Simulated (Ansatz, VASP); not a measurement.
# Two plane-wave programs on Al

The input INCAR:

```
SYSTEM = Al
  PREC = Accurate
  ENCUT = 520
  EDIFF = 1E-6
  ISMEAR = 0
  SIGMA = 0.15
  LREAL = .False.
  LASPH = .True.
  NELM = 100
  ALGO = Fast
  ISIF = 2
  LWAVE = .False.
  LCHARG = .False.
  GGA = PE
  NBANDS = 8
```

The input KPOINTS:

```
regular mesh
0
Gamma
  22 22 22
  0 0 0
```

The input POSCAR:

```
Al
1.0
   -1.7001178679      1.7001178679      1.4641415078
    1.7001178679     -1.7001178679      1.4641415078
    1.7001178679      1.7001178679     -1.4641415078
Al
1
Direct
    0.0000000000      0.0000000000      0.0000000000
```

Input for Ansatz:

```yaml
crystal:
  lattice:
    - [-1.7001178679, 1.7001178679, 1.4641415078]
    - [1.7001178679, -1.7001178679, 1.4641415078]
    - [1.7001178679, 1.7001178679, -1.4641415078]
  atoms:
    - { symbol: Al, position: [0.0, 0.0, 0.0] }
basis:
  ecutwfc: 420
kpoints:
  mp_grid: { grid: [22, 22, 22] }
hamiltonian:
  xc: pbe
scf:
  occupations: { method: gaussian, width: 0.15 }
output:
  forces: true
  stress: true
  eigenvalues: true
```

Alike in both runs: task single point; functional PBE; k mesh 22 × 22 × 22; occupations gaussian, width 0.15 eV; no spin polarisation.

|  | VASP | Ansatz |
| --- | --- | --- |
| version | VASP 6.6.1 | Ansatz 0.2.0 |
| potentials or method | VASP PAW PBE potentials, release 64 (Al) | scalar-relativistic, plane waves, PAW |
| plane-wave cutoff (eV) | 520 | 420 |
| valence electrons in the cell | 3 | 3 |

```csv
,VASP,Ansatz,Ansatz less VASP
gap on the k mesh at the Fermi level (eV),none,none,-
pressure (GPa),0.0,0.0,+0.03
largest component of the traceless stress (GPa),1.20,1.18,-0.014
```

A gap of «none» marks a metal or a gap that the smearing closes.
